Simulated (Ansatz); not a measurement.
The system is CdO (Monteponite).

```
CELL_PARAMETERS angstrom
0.00000 2.34950 2.34950
2.34950 0.00000 2.34950
2.34950 2.34950 0.00000
ATOMIC_POSITIONS crystal
Cd 0.00000 0.00000 0.00000
O 0.50000 0.50000 0.50000
```

```yaml
Program: Ansatz 0.2.0
Task: relaxation of cell and atoms
Functional: revPBE
Potentials_or_basis: all-electron LAPW, scalar-relativistic
Basis_error_allowed: 0.001 eV/atom
k_mesh: 10 × 10 × 10
Occupations: fermi-dirac, width 0.05 eV
Spin: no spin polarisation
```

At the start: volume 12.97 Å³/atom.

Task: How do energy, volume and symmetry change on relaxing?

Result: Over 5 steps the energy falls by 25.2 meV/atom and the volume is 13.89 Å³/atom (+7.1 %); space group Fm-3m (No. 225, to 0.05 Å).

The path:
```tsv
step	energy change (eV)	largest force (eV/Å)	volume (Å³)
1	0.0000	0.0000	25.94
2	-0.0499	0.0000	28.01
3	-0.0505	0.0000	27.81
4	-0.0505	0.0000	27.79
5	-0.0505	0.0000	27.79
```

Final structure:
```
Cd O
1.0
     0.00000    2.40402    2.40402
     2.40402    0.00000    2.40402
     2.40402    2.40402    0.00000
Cd O
1 1
Direct
  0.00000 0.00000 0.00000
  0.50000 0.50000 0.50000
```
